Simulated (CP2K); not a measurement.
In: single point with RPBE

Crystal: In.

```xyz
1
Lattice="3.3769 0.0000 0.0000 0.2472 3.3678 0.0000 -1.8121 -1.6839 2.2988" Properties=species:S:1:pos:R:3 pbc="T T T"
In    0.0000    0.0000    0.0000
```

The cell isn't the ideal one: the cell as VASP's run set it.

```
Program             : CP2K 2026.2
Task                : single point
Functional          : RPBE
Potentials or basis : POTENTIAL_UZH In GTH-PBE-q13; TZVP-MOLOPT-PBE-GTH basis
Density cutoff      : 6123 eV
k mesh              : 11 × 11 × 11
Occupations         : gaussian, width 0.02 eV
Spin                : no spin polarisation
```

| Item | Value |
| --- | --- |
| Pressure | 3.7 GPa |
| Band gap on the k mesh | none (metal or under the smearing width) |

Stress tensor (GPa, compression positive):
```
 3.59 -0.33  0.00
-0.33  3.64  0.00
 0.00  0.00  3.95
```

Levels at points of the mesh, in eV from the Fermi level:
```csv
k point,band 4,band 5,band 6,band 7,band 8,band 9
"(0.00, 0.00, 0.00)",-14.70,-14.60,-9.61,10.56,10.56,10.76
```

It took 2.2 min on 1 thread of Arm Neoverse V1 (shared host), peak memory 0.31 GiB.

Caveat: the potentials were made for another functional, which shifts forces and pressure; the basis of atomic orbitals isn't converged, which shifts pressures, moduli and gaps.
